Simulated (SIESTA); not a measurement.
A run of SIESTA 5.4.2:

The input V.fdf:

```
SystemName                      V
SystemLabel                     V
NumberOfSpecies                 1
NumberOfAtoms                   1
%block ChemicalSpeciesLabel
  1  23 V
%endblock ChemicalSpeciesLabel

LatticeConstant                 1.0 Ang
%block LatticeVectors
    -1.5143500000     1.5143500000     1.5143500000
     1.5143500000    -1.5143500000     1.5143500000
     1.5143500000     1.5143500000    -1.5143500000
%endblock LatticeVectors
AtomicCoordinatesFormat         Fractional
%block AtomicCoordinatesAndAtomicSpecies
     0.0000000000     0.0000000000     0.0000000000  1  V
%endblock AtomicCoordinatesAndAtomicSpecies

%block kgrid.MonkhorstPack
   12   0   0  0.0
    0  12   0  0.0
    0   0  12  0.0
%endblock kgrid.MonkhorstPack
XC.Functional                   GGA
XC.Authors                      PBE
PAO.BasisSize                   TZDP
PAO.EnergyShift                 0.01 Ry
Mesh.Cutoff                     800 Ry
Spin                            polarized
%block DM.InitSpin
    1   2.000
%endblock DM.InitSpin
OccupationFunction              FD
ElectronicTemperature           0.05 eV
MaxSCFIterations                200
SCF.MustConverge                false
SCF.Mixer.Method                Pulay
SCF.Mixer.Weight                0.1
SCF.Mixer.History               10
SCF.DM.Tolerance                5.0e-05
SCF.H.Tolerance                 1.0e-03 eV
WriteForces                     true
Charge.Mulliken                 end
Charge.Hirshfeld                end
Charge.Voronoi                  end
SaveRho                         true
SaveElectrostaticPotential      true
MD.TypeOfRun                    Broyden
MD.Steps                        40
MD.MaxForceTol                  0.01 eV/Ang
MD.MaxDispl                     0.1 Ang
WriteCoorStep                   true
AtomCoorFormatOut               Fractional
MD.VariableCell                 true
MD.MaxStressTol                 0.1 GPa
%block PAO.PolarizationScheme
  V non-perturbative
%endblock PAO.PolarizationScheme
```

Potentials or basis: PseudoDojo 0.4 standard (PBE files), TZDP (energy shift 0.01 Ry).

Run with:

```bash
$ siesta V.fdf > V.out 2>&1
```

Hardware: 1 thread of Arm Neoverse V1, on a shared host.

Q: How long does it take, and how much memory?

A: Wall time 7.6 min on 1 thread of Arm Neoverse V1 (shared host), peak memory 0.23 GiB. Counts: scf iterations 55, k points 948, bands 28, ion steps 6.
